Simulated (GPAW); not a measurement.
# Sn (Fd-3m) in GPAW: a series of runs

Aim: see how the results for Sn move with the level of theory and the settings. Levels: PBE, LDA. Tasks: single point.

All numbers are computed with GPAW 26.7.0; they aren't measurements. Logs are shortened: lines on timing, memory, paths and dates and some standing lists are left out, and cuts for length are marked. The log counts tension as positive stress, the text compression.

### Step 1. The structure

Symmetry: Fd-3m, No. 227, cubic system. Conventional cell: a = 6.467 Å, b = 6.467 Å, c = 6.467 Å, α = 90.00°, β = 90.00°, γ = 90.00°. Sn (site symmetry -43m) has 4 Sn at 2.80 Å as nearest neighbours.

This isn't the form of Sn at room conditions, which is tetragonal (white tin).

### Step 2. Single point, PBE

File run.py:

```python
from ase.dft.bandgap import bandgap
from ase.io import read, write
from ase.units import GPa
from gpaw import GPAW, PW

atoms = read('POSCAR')

calc = GPAW(mode=PW(600),
            xc='PBE',
            kpts={'size': (7, 7, 7), 'gamma': True},
            occupations={'name': 'methfessel-paxton', 'order': 0, 'width': 0.026000000000000002},
            nbands=24,
            convergence={'density': 1e-05, 'energy': 1e-05},
            maxiter=150,
            txt='gpaw.txt')
atoms.calc = calc
energy = atoms.get_potential_energy()
forces = atoms.get_forces()
stress = atoms.get_stress()
calc.write('gs.gpw')
write('result.traj', atoms)
print(f'Energy: {energy:.6f} eV')
print('Forces (eV/A):')
print(forces.round(4))
print('Stress (GPa):', (stress / GPa).round(3))
print('Fermi level:', round(calc.get_fermi_level(), 4), 'eV')
print(f'Gap: {bandgap(calc)[0]:.4f} eV, direct: {bandgap(calc, direct=True)[0]:.4f} eV')
```

File POSCAR:

```
Sn
1.0
    0.0000000000      3.2333428000      3.2333428000
    3.2333428000      0.0000000000      3.2333428000
    3.2333428000      3.2333428000      0.0000000000
Sn
2
Direct
    0.7500000000      0.7500000000      0.7500000000
    0.5000000000      0.5000000000      0.5000000000
```

Potentials or basis: GPAW PAW data sets (gpaw-data 1.2.1), pw.

Started as:

```bash
> OMP_NUM_THREADS=1 python run.py
```

gpaw.txt:

```text
__  _  _
 | _ |_)|_||  |
 |__||  | ||/\| - 26.7.0

Input parameters:
  mode=PW(ecut=600.0),
  convergence={'density': 1e-05, 'energy': 1e-05},
  kpts=MonkhorstPack(size=(7, 7, 7), gamma=True),
  maxiter=150,
  nbands=24,
  occupations=Occupations(name='methfessel-paxton', order=0, width=0.026000000000000002),
  xc=XC(name='PBE')

Diagonalizing LCAO Hamiltonian
Converting LCAO to pw mode

            Sn

       Sn

Atoms  # Å, Bohr magnetons
|   | symbol |        x |        y |        z |    initial magnetic moments |
|---|--------|----------|----------|----------|-----------------------------|
| 0 |     Sn | 4.850014 | 4.850014 | 4.850014 | ( 0.0000,  0.0000,  0.0000) |
| 1 |     Sn | 3.233343 | 3.233343 | 3.233343 | ( 0.0000,  0.0000,  0.0000) |

Unit cell  # Å
| periodic |        x |        y |        z |  lengths |    angles |
|----------|----------|----------|----------|----------|-----------|
|      yes | 0.000000 | 3.233343 | 3.233343 | 4.572637 | 60.000000 |
|      yes | 3.233343 | 0.000000 | 3.233343 | 4.572637 | 60.000000 |
|      yes | 3.233343 | 3.233343 | 0.000000 | 4.572637 | 60.000000 |

Number of symmetries: 24
Symmetry operations  # r_c * U_cc + t_c -> r_c
|    | kind |            matrix            |
|----|------|------------------------------|
|  0 |  E   |  1, 0, 0,  0, 1, 0,  0, 0, 1 |
|  1 |  σ   |  1, 0, 0,  0, 0, 1,  0, 1, 0 |
|  2 |  σ   |  1, 0,-1,  0, 1,-1,  0, 0,-1 |
|  3 |  C3  |  1, 0,-1,  0, 0,-1,  0, 1,-1 |
|  4 |  C3  |  1,-1, 0,  0,-1, 1,  0,-1, 0 |
|  5 |  σ   |  1,-1, 0,  0,-1, 0,  0,-1, 1 |
|  6 |  σ   |  0, 1, 0,  1, 0, 0,  0, 0, 1 |
|  7 |  C3  |  0, 1, 0,  0, 0, 1,  1, 0, 0 |
|  8 |  C2  |  0, 1,-1,  1, 0,-1,  0, 0,-1 |
|  9 |  S4  |  0, 1,-1,  0, 0,-1,  1, 0,-1 |
| 10 |  C3  |  0, 0, 1,  1, 0, 0,  0, 1, 0 |
| 11 |  σ   |  0, 0, 1,  0, 1, 0,  1, 0, 0 |
| 12 |  S4  |  0, 0,-1,  1, 0,-1,  0, 1,-1 |
| 13 |  C3  |  0, 0,-1,  0, 1,-1,  1, 0,-1 |
| 14 |  S4  |  0,-1, 1,  1,-1, 0,  0,-1, 0 |
| 15 |  C2  |  0,-1, 1,  0,-1, 0,  1,-1, 0 |
| 16 |  C3  |  0,-1, 0,  1,-1, 0,  0,-1, 1 |
| 17 |  S4  |  0,-1, 0,  0,-1, 1,  1,-1, 0 |
| 18 |  S4  | -1, 1, 0, -1, 0, 1, -1, 0, 0 |
| 19 |  C3  | -1, 1, 0, -1, 0, 0, -1, 0, 1 |
| 20 |  C3  | -1, 0, 1, -1, 1, 0, -1, 0, 0 |
| 21 |  S4  | -1, 0, 1, -1, 0, 0, -1, 1, 0 |
| 22 |  σ   | -1, 0, 0, -1, 1, 0, -1, 0, 1 |
| 23 |  C2  | -1, 0, 0, -1, 0, 1, -1, 1, 0 |

BZ-sampling:
  Number of BZ points: 343
  Number of IBZ points: 20

  Monkhorst-Pack size: [7, 7, 7]
  Monkhorst-Pack shift: [0, 0, 0]

K-points  # in reciprocal-cell coordinates
|     |                                coordinates |     weight |
|-----|--------------------------------------------|------------|
|   0 | (  0.00000000,   0.00000000,   0.00000000) | 0.00291545 |
|   1 | (  0.14285714,   0.14285714,   0.00000000) | 0.01749271 |
|   2 | (  0.14285714,   0.14285714,   0.14285714) | 0.02332362 |
|   3 | (  0.28571429,   0.14285714,   0.14285714) | 0.03498542 |
|   4 | (  0.28571429,   0.28571429,   0.00000000) | 0.01749271 |
|   5 | (  0.28571429,   0.28571429,   0.14285714) | 0.06997085 |
|   6 | (  0.28571429,   0.28571429,   0.28571429) | 0.02332362 |
|   7 | (  0.42857143,  -0.28571429,  -0.28571429) | 0.03498542 |
|   8 | (  0.42857143,   0.28571429,  -0.42857143) | 0.13994169 |
|   9 | (  0.42857143,   0.28571429,  -0.28571429) | 0.06997085 |
| ... |                                            |            |
|  19 | (  0.42857143,   0.42857143,   0.42857143) | 0.02332362 |

Plane wave coefficients: 2281
Cutoff: 600.0 eV

Spin-components: 1 (collinear spins)
Bands:           24
Projectors:      12
Spin-degeneracy: 2
Datatype:        complex128

Parallelization:
  kpt:    1
  domain: 1
  band:   1

Density:
  Valence electrons: 28.0
  Components: 1
  Grid points: [27 27 27]
  Charge: 0.0  # |e|

Potential:
  Grid points: [27 27 27]

species:
  Sn:
    name:    Tin
    Z:       50.0
    valence: 14
    core:    36
    charge:  0.0  # [|e|]
    compensation charges:
      type: gauss
      rc: 0.38  # [Å]
      lmax: 2
    cutoffs:
      filter: 2.23  # [Å]
      core: 2.35  # [Å]
    projectors
    | kind |    occ | energy [eV] | rcut [Å] |
    |------|--------|-------------|----------|
    |   5s |  2.000 |     -10.538 |    1.201 |
    |   5p |  2.000 |      -3.696 |    1.270 |
    |   4d | 10.000 |     -25.845 |    1.185 |
    |    s |        |      16.674 |    1.201 |
    |    p |        |      23.515 |    1.270 |
    |    d |        |       1.367 |    1.185 |

    Using partial waves for Sn as LCAO basis

Reference energy: -336021.386614  # eV

eigensolver:
  PPCG
  Converge bands: occupied
  niter=2

density mixing:
  MSR1-Mixer
  Pratt-step length: 0.05
  Maximum mixing coefficient: 0.75
  Old densities: 10
  SVD Regularization: 0.005
  Good broyden scale: 1.0
  Trust region scale: 1.0
  Backstep threshold: 4.0
  History deletion threshold: 6.0
  Fourier metric: weight=20.0, sigma=0.015

occupation numbers:
  Methfessel-Paxton:
    width: 0.0260  # eV
    order: 0

poisson solver:
  ecut: 4800.0  # eV

xc functional:
  name: PBE with 2 nearest neighbor stencil

convergence criteria:
- Maximum integral of absolute [dens]ity change: 1e-05 electrons / valence electron
- Maximum [total energy] change in last 3 cyles: 1e-05 eV / valence electron
- Maximum integral of absolute [eigenst]ate change: 4e-08 eV^2 / valence electron
maximum number of iterations: 150

SCF iterations
|iter     | |      energy | eigst |  dens |
|---------|-|-------------|-------|-------|
|iter:   1| |   -8.074958 | +0.01 |       |
|iter:   2| |   -8.077905 | -2.30 | -1.44 |
|iter:   3| |   -8.050814 | -2.51 | -1.47 |
|iter:   4| |   -8.054936 | -3.10 | -1.98 |
|iter:   5| |   -8.055836 | -4.09 | -2.64 |
|iter:   6| |   -8.055859 | -5.59 | -3.63 |
|iter:   7| |   -8.055860c| -6.67 | -4.38 |
|iter:   8| |   -8.055860c| -8.11c| -4.80 |
|iter:   9| |   -8.055860c| -8.32c| -5.25c|

Converged in 9 steps
Energy contributions relative to reference atoms: (reference = -336021.386614)

Energy contributions:
  Kinetic:          11.932565
  Coulomb:         -10.891006
  Zero:              0.034809
  External:          0.000000
  Xc:               -9.132083
  Entropy:          -0.000291
  Spinorbit:         0.000000
  ----------------------------
  Free energy:      -8.056006
  Extrapolated:     -8.055860

dipole moment: (4.490933, 4.490933, 4.490933)  # |e|*Ang

Fermi level: 5.107
Eigenvalues  # (at kpt = [0.000, 0.000, 0.000])
| band index |      eig [eV] | occ [0-2] |
|------------|---------------|-----------|
|          0 |       -16.633 |     2.000 |
|        ... |               |           |
|          4 |       -16.574 |     2.000 |
|          5 |       -16.254 |     2.000 |
|          6 |       -16.254 |     2.000 |
|          7 |       -16.254 |     2.000 |
|          8 |       -16.247 |     2.000 |
|          9 |       -16.247 |     2.000 |
|         10 |        -5.596 |     2.000 |
|         11 |         4.523 |     2.000 |
|         12 |         5.139 |     0.077 |
|         13 |         5.139 |     0.077 |
|         14 |         5.139 |     0.077 |
|         15 |         7.217 |     0.000 |
|         16 |         7.217 |     0.000 |
|         17 |         7.217 |     0.000 |
|         18 |        10.110 |     0.000 |
|         19 |        13.035 |     0.000 |
|        ... |               |           |
|         23 |        13.417 |     0.000 |

No gap
No difference between direct/indirect transitions

Forces  # eV/Ang
|        x |        y |       z |
|----------|----------|---------|
| -0.00000 | -0.00000 | 0.00000 |  # Sn   0
|  0.00000 | -0.00000 | 0.00000 |  # Sn   1

Stress tensor  # eV/Ang^3
|         x |         y |         z |
|-----------|-----------|-----------|
| -0.022053 | -0.000000 |  0.000000 |
| -0.000000 | -0.022053 |  0.000000 |
|  0.000000 |  0.000000 | -0.022053 |

# Writing to gs.gpw (mode='')
```

It took 17 s on 1 thread of Arm Neoverse V2, shared host; peak memory 0.17 GiB.

Results:

```
Free energy            : -8.0560 eV
Pressure               : 3.5 GPa
Band gap on the k mesh : none (metal or under the smearing width)
```

### Step 3. Single point, LDA

File run.py:

```python
from ase.dft.bandgap import bandgap
from ase.io import write
from ase.spacegroup import crystal
from ase.units import GPa
from gpaw import GPAW, PW

# Sn 8a
atoms = crystal(['Sn'],
                basis=[[0.25, 0.25, 0.25]],
                spacegroup=227, setting=1,  # Fd-3m
                cellpar=[6.4666856, 6.4666856, 6.4666856, 90.0, 90.0, 90.0],
                primitive_cell=True)

calc = GPAW(mode=PW(450),
            xc='LDA',
            kpts={'size': (6, 6, 6), 'gamma': True},
            occupations={'name': 'fermi-dirac', 'width': 0.05},
            nbands=24,
            convergence={'density': 1e-05, 'energy': 1e-05},
            maxiter=80,
            txt='gpaw.txt')
atoms.calc = calc
energy = atoms.get_potential_energy()
forces = atoms.get_forces()
stress = atoms.get_stress()
calc.write('gs.gpw')
write('result.traj', atoms)
print(f'Energy: {energy:.6f} eV')
print('Forces (eV/A):')
print(forces.round(4))
print('Stress (GPa):', (stress / GPa).round(3))
print('Fermi level:', round(calc.get_fermi_level(), 4), 'eV')
print(f'Gap: {bandgap(calc)[0]:.4f} eV, direct: {bandgap(calc, direct=True)[0]:.4f} eV')
```

Potentials or basis: the program's PAW data sets (release 1.2.1) made for this functional, pw.

Started as:

```bash
> OMP_NUM_THREADS=1 python run.py
```

Run time: 8.5 s. Hardware: 1 thread of Intel Xeon Platinum 8488C (Sapphire Rapids), shared host; peak memory 0.15 GiB.

It converged, with:

```yaml
Free_energy: -9.3112 eV
Pressure: -1.6 GPa
Band_gap_on_the_k_mesh: none (metal or under the smearing width)
```

Levels at points of the mesh, in eV from the Fermi level:
| k point | band 10 | band 11 | band 12 | band 13 | band 14 | band 15 | band 16 | band 17 | band 18 | band 19 |
| --- | --- | --- | --- | --- | --- | --- | --- | --- | --- | --- |
| (0.00, 0.00, 0.00) | -21.09 | -10.62 | -0.66 | 0.19 | 0.19 | 0.19 | 2.25 | 2.25 | 2.25 | 4.97 |
| (0.50, 0.50, 0.00) | -21.02 | -7.50 | -7.50 | -2.40 | -2.40 | 0.86 | 0.86 | 7.81 | 7.81 | 9.36 |
| (0.50, 0.50, 0.50) | -21.04 | -8.98 | -6.28 | -1.04 | -1.04 | 0.01 | 3.33 | 3.33 | 5.64 | 8.53 |

Caveat: the cutoff is short for stress and forces, so pressures can be off by a GPa or more.
